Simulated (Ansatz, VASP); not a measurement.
## CsH: VASP beside Ansatz

POSCAR

```
CsH
1.0
    0.0000000000      3.1892664411      3.1892664411
    3.1892664411      0.0000000000      3.1892664411
    3.1892664411      3.1892664411      0.0000000000
Cs H
1 1
Direct
    0.0000000000      0.0000000000      0.0000000000
    0.5000000000      0.5000000000      0.5000000000
```

File INCAR.step1:

```
PREC     = Accurate       # precision mode
ENCUT    = 520            # plane-wave cutoff, eV
EDIFF    = 1E-5           # SCF threshold, eV
ISMEAR   = 0              # smearing method
SIGMA    = 0.01           # smearing width, eV
LREAL    = F              # projectors in reciprocal space
LASPH    = T              # aspherical terms in the spheres
NELM     = 100            # most SCF steps
ALGO     = Normal         # electronic algorithm
ISIF     = 2              # what is computed and relaxed
LWAVE    = T              # write WAVECAR
LCHARG   = F              # write CHGCAR
GGA      = PE             # functional
NBANDS   = 12             # bands
```

INCAR.step2

```
PREC     = Accurate       # precision mode
ENCUT    = 520            # plane-wave cutoff, eV
EDIFF    = 1E-6           # SCF threshold, eV
ISMEAR   = 0              # smearing method
SIGMA    = 0.01           # smearing width, eV
LREAL    = F              # projectors in reciprocal space
LASPH    = T              # aspherical terms in the spheres
NELM     = 100            # most SCF steps
ALGO     = Normal         # electronic algorithm
ISIF     = 2              # what is computed and relaxed
LWAVE    = F              # write WAVECAR
LCHARG   = F              # write CHGCAR
GGA      = PE             # functional
LHFCALC  = T              # exact exchange
HFSCREEN = 0.2079         # screening, 1/A
PRECFOCK = Normal       
ISTART   = 1            
NBANDS   = 12             # bands
```

KPOINTS

```
Automatic mesh
0
Gamma
  4 4 4
```

Input for Ansatz:

```yaml
crystal:
  lattice:
    - [0.0, 3.1892664411, 3.1892664411]
    - [3.1892664411, 0.0, 3.1892664411]
    - [3.1892664411, 3.1892664411, 0.0]
  atoms:
    - { symbol: Cs, position: [0.0, 0.0, 0.0] }
    - { symbol: H, position: [0.5, 0.5, 0.5] }
kpoints:
  mp_grid: { grid: [4, 4, 4] }
hamiltonian:
  xc: hse06
scf:
  occupations: { method: fixed }
  n_extra_bands: 4
output:
  forces: true
  stress: true
  eigenvalues: true
  write_density: true
  write_potential: true
  elf: true
  volumetric_format: npy
```

The cell was built by a generator and needn't be a form met in nature.

Alike in both runs: task single point; functional HSE06; k mesh 4 × 4 × 4; no spin polarisation.

|  | VASP | Ansatz |
| --- | --- | --- |
| version | VASP 6.6.1 | Ansatz 0.2.0 |
| potentials or method | VASP PAW PBE potentials, release 64 (Cs_sv, H) | plane waves, PAW |
| plane-wave cutoff (eV) | 520 | 420 |
| occupations | gaussian, width 0.01 eV | fixed |
| valence electrons in the cell | 10 | 10 |

Ansatz gave:

```
gap on the k mesh at the Fermi level (eV) : 3.26
pressure (GPa)                            : 0.1
```

**Question.** Estimate VASP's values.

**Answer.** gap on the k mesh at the Fermi level (eV): 3.25; pressure (GPa): 0.1.

Ansatz warned: «stress_exchange_threshold_loose».

Caveats: the k mesh is coarse (spacing up to 0.43 Å⁻¹), so the values aren't converged, least of all with exact exchange; the PAW data sets were made with another functional, which shifts forces and pressure a little (VASP); spin-orbit coupling is left out, which moves the levels of the heavy elements. A k mesh can miss the band edges.
